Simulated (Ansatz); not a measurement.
MnO2:

```
Mn O
1.0
     2.90416    0.00000    0.00000
     0.00000    3.84481    0.00000
     0.00000    0.00000    6.16426
Mn O
2 4
Direct
  0.50000 0.50000 0.34330
  0.00000 0.00000 0.65670
  0.50000 0.00000 0.83757
  0.00000 0.50000 0.16243
  0.50000 0.00000 0.42180
  0.00000 0.50000 0.57820
```

Measurements of this composition are mostly on another form, of space group No. 136.

Below is the output of Ansatz 0.2.0 for this cell. Logs are shortened: lines on timing, memory, paths and dates and some standing lists are left out, and cuts for length are marked.

```text
Warning: output.stress: scf.convergence.dr2_threshold = 1e-7 eV (the SCF's general default) is looser than the 6e-10 eV advised for a printed stress (1e-10 eV for each atom of the cell: 6). What an SCF threshold leaves in a stress goes as its square root, and in the free energy as the threshold itself, and one threshold admits the most on a small cell: of the crystals measured, under no hybrid functional and no lock of the moments, on runs that ended without the residual-converged pass, on stresses that held no estimate of that error, the worst erred by over 100 MPa in a component at 1e-7 eV an atom and by under 5 at 1e-10. Set scf.convergence.dr2_threshold to 6e-10 eV or tighter. The threshold is an SCF's pass mark: one that does not reach it within its budget of iterations ends unconverged, or closes short of it on a stop that the run arms, and scf.convergence.dr2_threshold's page says what that costs each kind of run
Warning: RAYON_NUM_THREADS=2 ignored (pool sized by the plan → 2); use --threads N
Engine: ansatz 0.2.0, aarch64-unknown-linux-gnu
Pseudopotentials: kind: paw
Pseudopotential: Mn, paw, valence charge 15, recommended cutoff 420 eV (normal), Mn.paw.azcp
Pseudopotential: O, paw, valence charge 6, recommended cutoff 420 eV (normal), O.paw.azcp
Functional definition: PBE
  parameter kappa = 0.804
  parameter beta = 0.06672455060314922
  exchange = pbe_x(kappa = kappa, mu = beta*pi^2/3)
  correlation = pbe_c(beta = beta)
Crystal: 6 atoms, lattice volume = 68.830 Å³
Basis set: ecut = 420 eV, 1337 PW (Γ), exchange–correlation on 40×54×90 points (8 copies of the dense FFT grid, shifted against one another)
Bands: 39, of which v1, the nominal top of the filled ones, is band 27 counted from 1 (26 counted from 0)
Symmetry: 8 space group operations
Space group: Pmmn (ITA 59), of the structure as read, at distance tolerance 4.1e-5 Å
Magnetic group: BNS 59.405 (UNI 503), of the structure as read, at distance tolerance 4.1e-5 Å
k-points: 60 of 192
Non-local potential: Mn, projectors of the file, l = 0: 3, l = 1: 2, l = 2: 3, l = 3: 1
Non-local potential: O, projectors of the file, l = 0: 2, l = 1: 2, l = 2: 1
[... 38 lines left out ...]
  E_band       = -711.467794
  E_kinetic    = 1297.578945
  E_local      = -7368.948911  (includes V_loc(G=0)·N_el)
  E_nonlocal   = 689.614751
  E_hartree    = 3035.262810
  E_xc         = -517.528855
  E_vxc        = -660.907791  (∫ρ·V_xc dr)
  E_paw        = -3233.806663  (= ΣΔE_a)
  E_vpaw       = -739.336679  (= ΣTr[D̂ρ^β])
  E_aug_tail   = 0.009577  (compensation charges beyond the density's cutoff)
  E_ewald      = -3963.117022
  E_smearing   = -0.045834  (= −TS)
  E_closure    = 0.000000  (closes the sum)
  Σ components = -10060.981201   (vs F -10060.981201, Δ=0.00e0)
--- Forces (eV/Å), atoms counted from 1 ---
  atom   1  Mn    -0.00000000    -0.00000000     1.45595607
  atom   2  Mn     0.00000000     0.00000000    -1.45595607
  atom   3  O     -0.00000000     0.00000000     2.42222288
  atom   4  O      0.00000000    -0.00000000    -2.42222288
  atom   5  O      0.00000000    -0.00000000    -1.13191337
  atom   6  O     -0.00000000     0.00000000     1.13191337
  max |Σ_I F_I| component: 0.00e0 eV/Å
--- Stress (GPa, compression-positive) ---
       37.981174      -0.000000      -0.000000
       -0.000000      13.880140      -0.000000
       -0.000000      -0.000000      18.505839
  P = ⅓ Tr σ = 23.4557 GPa (234.557 kbar)
--- Band table (eV; the first three rows and the last of 120) ---
  k-point 0 ↑: bands = ["-72.9849", "-72.9786", "-41.7655", "-41.7320", "-41.7281", "-41.7156", "-41.7145", "-41.6859", "-12.4456", "-11.0757", "-10.8679", "-10.5941", "0.9656", "1.3736", "1.4674", "2.0213", "2.4470", "3.1357", "3.5217", "3.7173", "4.0547", "4.7360", "4.8530", "5.5901", "5.9756", "6.3665", "6.8823", "7.0545", "7.5776", "8.0513", "8.4638", "8.8618", "10.1146", "10.4213", "13.4335", "16.9859", "17.9345", "19.7909", "21.2655"]
  k-point 1 ↑: bands = ["-72.9849", "-72.9786", "-41.7654", "-41.7320", "-41.7281", "-41.7156", "-41.7145", "-41.6859", "-12.4200", "-11.2098", "-10.7573", "-10.5983", "0.9658", "1.2838", "1.6797", "2.0423", "2.4060", "3.1085", "3.5534", "3.7230", "4.0929", "4.5043", "4.8531", "5.5763", "5.9761", "6.3660", "6.8922", "7.0564", "7.5555", "8.0691", "8.4192", "8.9049", "10.0588", "10.4677", "13.8824", "16.2011", "18.5028", "19.9453", "21.3296"]
  k-point 2 ↑: bands = ["-72.9849", "-72.9786", "-41.7654", "-41.7321", "-41.7281", "-41.7156", "-41.7145", "-41.6859", "-12.3922", "-11.3032", "-10.6827", "-10.6095", "0.9662", "1.2691", "1.8193", "2.0682", "2.3610", "3.0845", "3.5818", "3.8218", "4.1314", "4.1813", "4.8527", "5.5621", "5.9766", "6.3654", "6.9128", "7.0420", "7.5349", "8.0855", "8.3946", "8.9344", "10.0135", "10.5036", "14.8893", "15.0375", "19.0539", "19.8898", "21.1638"]
  k-point 59 ↓: bands = ["-68.8902", "-68.8902", "-37.9662", "-37.9662", "-37.7800", "-37.7800", "-37.5824", "-37.5824", "-10.0969", "-10.0969", "-9.4654", "-9.4654", "1.3575", "1.3575", "3.4329", "3.4329", "3.9775", "3.9775", "4.0461", "4.0461", "5.2570", "5.2570", "6.1474", "6.1474", "10.0300", "10.0300", "10.5807", "10.5807", "11.1412", "11.1412", "12.1059", "12.1059", "12.5497", "12.5497", "19.6000", "19.6000", "20.8562", "20.8562", "21.1214"]
```

**Question.** What input gives this log?

**Answer.** Single point with PBE, collinear spin, ferromagnetic start. The files as run (others can give the same):

input.yaml
```yaml
crystal:
  lattice:
    - [2.904158, 0.0, 0.0]
    - [0.0, 3.84481, 0.0]
    - [0.0, 0.0, 6.164264]
  atoms:
    - { symbol: Mn, position: [0.5, 0.5, 0.3433015], spin: 5.0 }
    - { symbol: Mn, position: [0.0, 0.0, 0.6566985], spin: 5.0 }
    - { symbol: O, position: [0.5, 0.0, 0.8375675] }
    - { symbol: O, position: [0.0, 0.5, 0.1624325] }
    - { symbol: O, position: [0.5, 0.0, 0.4217995] }
    - { symbol: O, position: [0.0, 0.5, 0.5782005] }
hamiltonian:
  xc: pbe
  pseudopotentials: { kind: paw }
magnetization:
  spin_polarized: true
  initial_magnetization: 10.0
  spin_locking: { lock_magnetization: hard }
kpoints:
  mp_grid: { grid: [8, 6, 4] }
scf:
  occupations: { method: fermi_dirac, width: 0.05 }
  lower_state_search: "off"
output:
  forces: true
  stress: true
  eigenvalues: true
```

Potentials or basis: Ansatz PAW.
Command:
```console
$ ansatz run input.yaml --threads 2 --pin off --max-ram 5632MiB --backend cpu --events-out ev --progress --plain --runs-dir out
```

Caveat: the pressure holds a Pulay correction of +0.7 GPa for the finite cutoff; the total moment is fixed, so each spin has its own Fermi level; only a ferromagnetic start was run, and an antiferromagnetic order may lie lower in energy; forces of over 1 eV/Å show positions far from the minimum, so gaps and moduli don't describe the material at rest; the thresholds are loose for stress.
